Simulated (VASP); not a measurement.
# GaP (F-43m) in VASP: single point with HSE06

Aim: the single point of GaP with HSE06.

Everything below comes from runs of VASP 6.6.1. Logs are shortened: lines on timing, memory, paths and dates and some standing lists are left out, and cuts for length are marked.

**1. The cell of the first run**

Symmetry: F-43m, No. 216, cubic system. Conventional cell: a = 5.465 Å, b = 5.465 Å, c = 5.465 Å, α = 90.00°, β = 90.00°, γ = 90.00°. Ga (site symmetry -43m) is surrounded by 4 P at 2.37 Å. Around P (site symmetry -43m) lie 4 Ga at 2.37 Å.

**2. Single point, HSE06 (cell and atoms relaxed tightly for response)**

The input, POSCAR:

```
GaP
1.0
    0.0000000000      2.7327335932      2.7327335932
    2.7327335932      0.0000000000      2.7327335932
    2.7327335932      2.7327335932      0.0000000000
Ga P
1 1
Direct
    0.0000000000      0.0000000000      0.0000000000
    0.2500000000      0.2500000000      0.2500000000
```

The input, INCAR.step1:

```
ALGO     = Normal         # electronic algorithm
EDIFF    = 1E-5           # SCF threshold, eV
ENCUT    = 520            # plane-wave cutoff, eV
GGA      = PE             # functional
ISIF     = 2              # what is computed and relaxed
ISMEAR   = 0              # smearing method
LASPH    = True           # aspherical terms in the spheres
LCHARG   = False          # write CHGCAR
LREAL    = False          # projectors in reciprocal space
LWAVE    = True           # write WAVECAR
NBANDS   = 16             # bands
NELM     = 100            # most SCF steps
PREC     = Accurate       # precision mode
SIGMA    = 0.01           # smearing width, eV
```

The input, INCAR.step2:

```
ALGO     = Normal         # electronic algorithm
EDIFF    = 1E-7           # SCF threshold, eV
ENCUT    = 520            # plane-wave cutoff, eV
GGA      = PE             # functional
HFSCREEN = 0.2079         # screening, 1/A
ISIF     = 2              # what is computed and relaxed
ISMEAR   = 0              # smearing method
ISTART   = 1            
LASPH    = True           # aspherical terms in the spheres
LCHARG   = False          # write CHGCAR
LHFCALC  = True           # exact exchange
LREAL    = False          # projectors in reciprocal space
LWAVE    = False          # write WAVECAR
NBANDS   = 16             # bands
NELM     = 100            # most SCF steps
PREC     = Accurate       # precision mode
PRECFOCK = Normal       
SIGMA    = 0.01           # smearing width, eV
```

The input, KPOINTS:

```
k-points
0
Gamma
  6 6 6
```

Potentials or basis: VASP PAW PBE potentials, release 64 (Ga_d, P).

The run is started by

```
$ cat potpaw_PBE.64/Ga_d/POTCAR potpaw_PBE.64/P/POTCAR > POTCAR
$ cp INCAR.step1 INCAR
$ mpirun -np 1 vasp_std > vasp.out
$ cp INCAR.step2 INCAR
$ mpirun -np 1 vasp_std > vasp.out
```

OUTCAR:

```text
EDIFF = 1E-7
   ENCUT = 520
   GGA = PE
   HFSCREEN = 0.2079
   ISIF = 2
   ISMEAR = 0
   ISTART = 1
   LASPH = True
   LHFCALC = True
   LREAL = False
   NELM = 100
   PREC = Accurate
   PRECFOCK = Normal

 ion  position               nearest neighbor table
   1  0.000  0.000  0.000-   2 2.37   2 2.37   2 2.37   2 2.37
   2  0.250  0.250  0.250-   1 2.37   1 2.37   1 2.37   1 2.37

  LATTYP: Found a face centered cubic cell.
 ALAT       =     5.4654671864

  Lattice vectors:

 A1 = (   0.0000000000,   2.7327335932,   2.7327335932)
 A2 = (   2.7327335932,   0.0000000000,   2.7327335932)
 A3 = (   2.7327335932,   2.7327335932,   0.0000000000)

Analysis of symmetry for initial positions (statically):
=====================================================================
 Subroutine PRICEL returns:
 Original cell was already a primitive cell.

 Routine SETGRP: Setting up the symmetry group for a
 face centered cubic supercell.

 Subroutine GETGRP returns: Found 24 space group operations
 (whereof 24 operations were pure point group operations)
 out of a pool of 48 trial point group operations.

The static configuration has the point symmetry T_d .

Analysis of symmetry for dynamics (positions and initial velocities):
=====================================================================
 Subroutine PRICEL returns:
 Original cell was already a primitive cell.

 Routine SETGRP: Setting up the symmetry group for a
 face centered cubic supercell.

 Subroutine GETGRP returns: Found 24 space group operations
 (whereof 24 operations were pure point group operations)
 out of a pool of 48 trial point group operations.

The dynamic configuration has the point symmetry T_d .

 Subroutine INISYM returns: Found 24 space group operations
 (whereof 24 operations are pure point group operations),
 and found     1 'primitive' translations

----------------------------------------------------------------------------------------

                                     Primitive cell

  volume of cell :      40.8152

  direct lattice vectors                    reciprocal lattice vectors
     0.000000000  2.732733593  2.732733593    -0.182966975  0.182966975  0.182966975
     2.732733593  0.000000000  2.732733593     0.182966975 -0.182966975  0.182966975
     2.732733593  2.732733593  0.000000000     0.182966975  0.182966975 -0.182966975

[... 80 lines left out ...]
   ISIF   =      2    stress and relaxation
   ISYM   =      3    0-nonsym 1-usesym 2-fastsym
   POTIM  = 0.5000    time-step for ionic-motion
   TEBEG  =    0.0;   TEEND  =   0.0 temperature during run
   PSTRESS=    0.0 pullay stress
   NELECT =      18.0000    total number of electrons
   NUPDOWN=      -1.0000    fix difference up-down
   EMIN   =  10.00;   EMAX   =-10.00  energy-range for DOS
   EFERMI =   0.00;   METHOD = LEGACY
   ISMEAR =     0;   SIGMA  =   0.01  broadening in eV -4-tet -1-fermi 0-gaus
   EFERMI_NEDOS =   21; number of points for ismear=-14 and -15
   IALGO  =     38    algorithm
   IMIX   =      1    mixing-type and parameters
     AMIX     =   0.40;   BMIX     =  1.00
     AMIX_MAG =   1.60;   BMIX_MAG =  1.00
  volume/ion in A,a.u.               =      20.41       137.72
  Fermi-wavevector in a.u.,A,eV,Ry     =   1.246116  2.354817 21.127186  1.552804
  Thomas-Fermi vector in A             =   2.380308
   LORBIT       =      0    0 simple, 1 ext, 2 COOP (PROOUT), +10 PAW based schemes
   GGA     = PE    functional components
   LHFCALC =     T    Hartree Fock is set to
   PRECFOCK=normal    Normal, Fast or Accurate (Low or Medium for compatibility)
   ENCUT4O =  -1.0   cutoff for four orbital integrals eV
   NKREDX  =     1    reduce k-point grid by
   NKREDY  =     1    reduce k-point grid by
   NKREDZ  =     1    reduce k-point grid by
   AEXX    =    0.2500 exact exchange contribution
   HFSCREEN=    0.2079 screening length (either q_TF or 0.3 A-1)
   HFSCREENC=   0.2079 screening length for correlation (either q_TF or 0.3 A-1)
   ENCUTFOCK=  -1.0 apply spherical cutoff to Coloumb kernel
   IVDW    =     0    specifies the selected vdW correction
   LEPSILON=     F    determine dielectric tensor
   LRPA    =     F    only Hartree local field effects (RPA)
 non-spin polarized calculation
 Gauss-broadening in eV      SIGMA  =   0.01
  energy-cutoff  :      520.00
  volume of cell :       40.82
 maximum number of plane-waves:      1113
 NGX is ok and might be reduce to    30
  NGX = 24; NGY = 24; NGZ = 24

 number of electron      17.9999991 magnetization

 Free energy of the ion-electron system (eV)
  ---------------------------------------------------
  ext. energy  EPLUGINS =         0.00000000
  ---------------------------------------------------
  free energy    TOTEN  =       -10.78041266 eV

  energy without entropy =      -10.78041266  energy(sigma->0) =      -10.78041266

 E-fermi :   4.2228     XC(G=0):  -8.1272

 val. band max:        4.1330213245   @ k =   0.0000   0.0000   0.0000
 cond. band min:       6.4421960444   @ k =   0.5000   0.5000   0.0000
 fundamental gap:      2.3091747199
 Fermi energy:         4.2228024278

 k-point     1 :       0.0000    0.0000    0.0000
  band No.  band energies     occupation
      1     -12.9118      2.00000
      2     -12.9118      2.00000
      3     -12.9118      2.00000
      4     -12.8131      2.00000
      5     -12.8131      2.00000
      6      -9.5819      2.00000
[... 281 lines left out ...]
      3     -12.8567      2.00000
      4     -12.8319      2.00000
      5     -12.8019      2.00000
      6      -6.3504      2.00000
[... 8 lines left out ...]
     15      17.3838      0.00000
     16      19.1284      0.00000

------------------------ aborting loop because EDIFF is reached ----------------------------------------

  FORCE on cell =-STRESS in cart. coord.  units (eV):
  Direction    XX          YY          ZZ          XY          YZ          ZX
  --------------------------------------------------------------------------------------
  -------------------------------------------------------------------------------------
  Total       -0.0456070     -0.0456070     -0.0456070     -0.0000000     -0.0000000      0.0000000
  in kB       -1.7902785     -1.7902785     -1.7902785     -0.0000000     -0.0000000      0.0000000
  external PRESSURE =      -1.7902785 kB  Pullay stress =       0.0000000 kB

 VOLUME and BASIS-vectors are now :
 -----------------------------------------------------------------------------
  energy-cutoff  :      520.00
  volume of cell :       40.82
      direct lattice vectors                 reciprocal lattice vectors
     0.000000000  2.732733593  2.732733593    -0.182966975  0.182966975  0.182966975
     2.732733593  0.000000000  2.732733593     0.182966975 -0.182966975  0.182966975
     2.732733593  2.732733593  0.000000000     0.182966975  0.182966975 -0.182966975

 POSITION                                       TOTAL-FORCE (eV/Angst)
 -----------------------------------------------------------------------------------
      0.00000      0.00000      0.00000        -0.000000      0.000000     -0.000000
      1.36637      1.36637      1.36637         0.000000     -0.000000      0.000000
 -----------------------------------------------------------------------------------
    total drift:                               -0.000011     -0.000016     -0.000010

  FREE ENERGIE OF THE ION-ELECTRON SYSTEM (eV)
  ---------------------------------------------------
  free  energy   TOTEN  =       -10.7804126638 eV

  energy  without entropy=      -10.7804126638  energy(sigma->0) =      -10.78041266
```

Run time: 52 min. Hardware: 1 thread of Intel Xeon Platinum 8488C (Sapphire Rapids), shared host; peak memory 0.29 GiB.

Results:

```
Free energy            : -10.7804 eV
Pressure               : -0.2 GPa
Band gap on the k mesh : 2.31 eV, indirect (least direct gap 2.72 eV)
```

Caveat: the PAW data sets were made with another functional, which shifts forces and pressure a little.
